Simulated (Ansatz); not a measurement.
# La₂O₃

The computed numbers are results of r²SCAN, scalar-relativistic (no spin polarisation) in the plane-wave PAW code Ansatz at 500 eV, 4×4×8 k-mesh, Gaussian smearing of 0.05 eV; PAW files: Ansatz's generated set soft_2.

```
CELL_PARAMETERS angstrom
6.35612 0.00000 0.00000
-3.17806 5.50456 0.00000
0.00000 0.00000 3.27720
ATOMIC_POSITIONS crystal
La 0.33333 0.66667 0.49963
La 0.66667 0.33333 0.50037
O 0.50000 0.50000 0.00000
O 0.50000 0.00000 0.00000
O 0.00000 0.50000 0.00000
```

The chain of runs began from a cell as deposited in COD, expanded in volume.

Cell and atoms are those of this level's equilibrium.

The cell has space group P6/mmm (read at 0.01 Å). In it the stress is -0.02, -0.02, 0.11, 0.00, 0.00, 0.00 GPa, so the shape isn't fully relaxed, and the largest force component 0.003 eV/Å. Each change below starts from this cell, without further relaxation. Stress is in GPa, positive in compression, in the order xx, yy, zz, yz, xz, xy; energies are counted from the cell above.

Q: What happens when atom 2 (La) is moved by 0.20 Å along x?

A: The energy changes by 257.3 meV per cell, and the force on it along the shift is -2.562 eV/Å (−F/u = 12.81 eV/Å²). Stress: 0.24, 0.33, 1.41, 0.00, 0.01, 3.89. The gap on the mesh goes from 1.92 eV to 1.95 eV.
```tsv
atom	Fx (eV/Å)	Fy	Fz
La1	1.550	0.148	0.003
La2	-2.562	-0.309	-0.004
O3	0.154	0.117	-0.001
O4	0.372	-0.046	0.000
O5	0.485	0.090	0.002
```
In a harmonic crystal the energy would rise by −½F·u = ½ × 12.81 × 0.20² eV = 256.2 meV, which matches.

Q: What stress follows from an engineering strain of -2 % in yy, atoms carried along?

A: 1.01, 2.92, 1.28, 0.00, 0.00, 0.00 GPa; the energy changes by 20.6 meV per cell. The gap on the mesh goes from 1.92 eV to 1.83 eV.
```tsv
atom	Fx (eV/Å)	Fy	Fz
La1	0.000	-0.300	0.004
La2	0.000	0.300	-0.004
O3	0.000	0.000	0.000
O4	0.000	0.000	0.000
O5	0.000	0.000	0.000
```
The change of the stress over the strain gives a clamped-atom stiffness of about 147 GPa for this component, a secant value that lies under the elastic constant in tension and over it in compression, by several per cent for each per cent of strain.
In a harmonic crystal the energy would rise by V(½Cε² − σ₀ε), with σ₀ the stress of the unstrained cell, = 20.8 meV, which matches.

Q: All atoms and the cell are disturbed at random:
```
CELL_PARAMETERS angstrom
6.26808 -0.01663 0.07222
-3.14844 5.53019 -0.03335
0.03724 0.00165 3.27426
ATOMIC_POSITIONS crystal
La 0.35877 0.68949 0.46632
La 0.64935 0.30873 0.46068
O 0.50481 0.46953 0.05432
O 0.53178 0.03134 0.01159
O 0.95527 0.50090 0.00709
```
Give the energy change, the stress and the forces.

A: 1846.3 meV per cell; stress 0.71, 9.05, 10.88, -0.05, 1.08, -2.56 GPa. The gap on the mesh goes from 1.92 eV to 1.60 eV.
```
atom  Fx (eV/Å)      Fy      Fz
 La1     -0.893  -1.907  -0.127
 La2      0.983   2.857   2.918
  O3     -3.701   2.181  -1.046
  O4      0.252  -4.778  -1.198
  O5      3.360   1.646  -0.545
```

Kohn–Sham gaps of semilocal functionals lie under measured ones, often by a third or more. These numbers lack spin–orbit coupling. The program warned that the potential is rough where the density is thin (voids or gaps), so long spacings are poorly fixed.

Displacing one La mainly strains the La sublattice against itself: the other La takes up 1.550 eV/Å, more than the three O atoms together. This suggests strong cation–cation repulsion, as expected where highly charged La ions sit in oxygen prisms that share edges and faces, with little anion between them to screen it. The transverse force of -0.309 eV/Å fits a La site without inversion symmetry, where a cubic term in the energy couples motion along x to a force along y.

The gap of 1.92 eV is far too small for lanthanum oxide, a well-known wide-gap insulator. Much of the discrepancy probably comes from the chosen structure, an open hexagonal framework with empty channels rather than the denser trigonal form with seven-coordinate La. The gap therefore shouldn't be carried over to the ordinary oxide. Nor does it follow the distortion energy, since the La shift widens it slightly while the much cheaper compression narrows it. The restoring forces show resistance to these particular distortions, but not stability against modes that enlarge the cell.
